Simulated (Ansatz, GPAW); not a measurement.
Given: the input of a run of Ansatz 0.2.0 on MnSb. The cell comes from a database or a generator and needn't be the stable form of this composition.

File input.yaml:

```yaml
crystal:
  lattice:
    - [0.0, 2.795016, 2.795016]
    - [2.795016, 0.0, 2.795016]
    - [2.795016, 2.795016, 0.0]
  atoms:
    - { symbol: Sb, position: [0.5, 0.5, 0.5] }
    - { symbol: Mn, position: [0.0, 0.0, 0.0], spin: 4.0 }
kpoints:
  mp_grid: { grid: [8, 8, 8] }
scf:
  occupations: { method: gaussian, width: 0.02 }
hamiltonian:
  xc: lda
  pseudopotentials: { kind: all_electron, lapw: { basis_error: 0.001 } }
magnetization:
  spin_polarized: true
output:
  forces: true
  stress: true
  eigenvalues: true
```

Potentials or basis: all-electron LAPW, scalar-relativistic.

Launch:

```bash
$ ansatz run input.yaml --threads 2 --pin off --max-ram 6144MiB --backend cpu --events-out ev --progress --plain --runs-dir out
```

Task: Set up the same calculation for GPAW 26.7.0 (ASE script). Potentials or basis there: the program's PAW data sets (release 1.2.1) made for this functional, cutoff 600 eV.

Result: As run (cutoffs and basis follow the program's own potentials, and thresholds, step limits or extra output files can differ):

run.py

```python
from ase import Atoms
from ase.dft.bandgap import bandgap
from ase.io import write
from ase.units import Bohr, GPa
from gpaw import GPAW, PW
from gpaw.elf import elf_from_dft_calculation

atoms = Atoms(['Sb', 'Mn'],
              cell=[[0.0, 2.795016, 2.795016],
                    [2.795016, 0.0, 2.795016],
                    [2.795016, 2.795016, 0.0]],
              scaled_positions=[[0.5, 0.5, 0.5],
                                [0.0, 0.0, 0.0]],
              pbc=True)
atoms.set_initial_magnetic_moments([0.0, 4.0])

calc = GPAW(mode=PW(600),
            xc='LDA',
            kpts={'size': (8, 8, 8), 'gamma': True},
            occupations={'name': 'methfessel-paxton', 'order': 0, 'width': 0.02},
            nbands=27,
            convergence={'density': 1e-05, 'energy': 1e-05},
            maxiter=150,
            txt='gpaw.txt')
atoms.calc = calc
energy = atoms.get_potential_energy()
forces = atoms.get_forces()
stress = atoms.get_stress()
calc.write('gs.gpw')
write('result.traj', atoms)
print(f'Energy: {energy:.6f} eV')
print('Forces (eV/A):')
print(forces.round(4))
print('Stress (GPa):', (stress / GPa).round(3))
print('Moments:', calc.get_magnetic_moments().round(3))
print('Fermi level:', round(calc.get_fermi_level(), 4), 'eV')
print(f'Gap: {bandgap(calc)[0]:.4f} eV, direct: {bandgap(calc, direct=True)[0]:.4f} eV')

# fields on the real-space grid
write('density.cube', atoms, data=calc.get_pseudo_density() * Bohr**3)
write('potential.cube', atoms, data=calc.get_electrostatic_potential())
write('spin.cube', atoms, data=(calc.get_pseudo_density(spin=0) - calc.get_pseudo_density(spin=1)) * Bohr**3)
write('elf.cube', atoms, data=elf_from_dft_calculation(calc).data)
```

Potentials or basis: the program's PAW data sets (release 1.2.1) made for this functional, pw.

Command:

```bash
$ OMP_NUM_THREADS=1 python run.py
```

Both were run:

|  | Ansatz | GPAW |
| --- | --- | --- |
| Pressure | -7.5 GPa | -7.9 GPa |
| Net moment | 3.75 μB per cell | 3.74 μB per cell |

Where Ansatz's input types no cutoff or centring, it takes its own default and a Γ-centred mesh.

The two programs' LDA may be different fits to the electron gas.

The magnetic state is the one that the start led to; the real crystal's order can differ.

Pressure is positive in compression.
